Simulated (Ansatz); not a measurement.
A plane-wave DFT run in Ansatz 0.2.0 (scalar-relativistic PAW potentials unless the input names others): input and command.

```yaml
crystal:
  lattice:
    - [2.0031825195, 1.1565379669, 12.3302391223]
    - [-2.0031825195, 1.1565379669, 12.3302391223]
    - [0.0, -2.3130759338, 12.3302391223]
  atoms:
    - { symbol: Te, position: [0.4471341743, 0.4471341743, 0.4471341743] }
    - { symbol: Te, position: [0.5528658257, 0.5528658257, 0.5528658257] }
    - { symbol: Te, position: [0.2959439707, 0.2959439707, 0.2959439707] }
    - { symbol: Te, position: [0.7040560293, 0.7040560293, 0.7040560293] }
    - { symbol: Pt, position: [0.0, 0.0, 0.0] }
    - { symbol: Pt, position: [0.1467052352, 0.1467052352, 0.1467052352] }
    - { symbol: Pt, position: [0.8532947648, 0.8532947648, 0.8532947648] }
basis:
  ecutwfc: 500
kpoints:
  mp_grid: { grid: [12, 12, 12] }
hamiltonian:
  xc: r2scan
  hubbard: { sites: [{ species: Te, l: f, u_eff: 30.0 }] }
scf:
  occupations: { method: gaussian, width: 0.1 }
  max_iter: 100
output:
  forces: true
  eigenvalues: true
  stress: true
```

```bash
ansatz run input.yaml --threads 2 --pin off --max-ram 5120MiB --backend cpu --events-out ev --progress --plain --runs-dir out
```

**Question.** What will the program do with this input?

**Answer.** The program refuses it, because of a U on a shell that isn't there (hamiltonian.hubbard: not typed → {"sites": [{"species": "Te", "l": "f", "u_eff": 30.0}]}). Without that key it is accepted.

Abridged log:
```
Error: inconsistent input (hamiltonian.hubbard.sites[].l, hamiltonian.hubbard.sites[].shell): the file of Te doesn't list 4f, and it can't be added: PBE doesn't bind the shell 4f of the free atom, whose level lies at +1.11 eV. Type an atom or ion with it (hamiltonian.pseudopotentials.projection_atoms), take another file or name another shell
```

Cost: 1 run of about 0.0053 core-minutes, on Intel Xeon Platinum 8375C (Ice Lake) (shared hosts).